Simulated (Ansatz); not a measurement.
## SiO2: Quadrupolar parameters

The cell is a Materials Project structure (computed, not necessarily an observed phase), taken as it stands.

```cif
data_SiO2
_symmetry_space_group_name_H-M 'Ia-3'
_symmetry_Int_Tables_number 206
_cell_length_a 8.4471
_cell_length_b 8.4471
_cell_length_c 8.4471
_cell_angle_alpha 90.000
_cell_angle_beta 90.000
_cell_angle_gamma 90.000
loop_
_atom_site_label
_atom_site_type_symbol
_atom_site_symmetry_multiplicity
_atom_site_Wyckoff_symbol
_atom_site_fract_x
_atom_site_fract_y
_atom_site_fract_z
Si Si 16 c 0.1412 0.6412 0.8588
O9 O 24 d 0.5000 0.2500 0.4302
O14 O 8 b 0.7500 0.2500 0.2500
```

One atom of each set is listed; the run and its k-mesh use a cell of 24 atoms with edges of 7.32, 7.32, 7.32 Å.

Level of theory: DFT, r2SCAN, plane waves and PAW (field gradients read without the response of the frozen cores, which leaves them typically 4 to 6 % off), scalar-relativistic, 500 eV cutoff, Γ-centred 4×4×4 k-points, Fermi–Dirac smearing 0.02 eV (Ansatz 0.2.0).

Conventions: |V_zz| ≥ |V_yy| ≥ |V_xx|, η = (V_xx − V_yy)/V_zz, C_Q = eQV_zz/h.

17O: I = 5/2, Q = -25.58 mb. Q values from Pyykkö, Mol. Phys. 116, 1328 (2018).

```
site  atoms                 first shell  V_zz (10²¹ V/m²)     η  C_Q (MHz)
  Si      8          4 O at 1.59–1.62 Å              0.53  0.00          –
  O9     12  2 Si at 1.62 Å, angle 136°              9.43  0.31      -5.83
 O14      4  2 Si at 1.59 Å, angle 180°              9.99  0.00      -6.18
```

An axis of threefold or higher order runs through Si and O14, so V_zz lies along it and η is zero. At O9 V_zz runs parallel to the line that joins its two neighbours (within 4°).

Si has no stable isotope with a ground-state quadrupole moment in the table, so no C_Q is given.
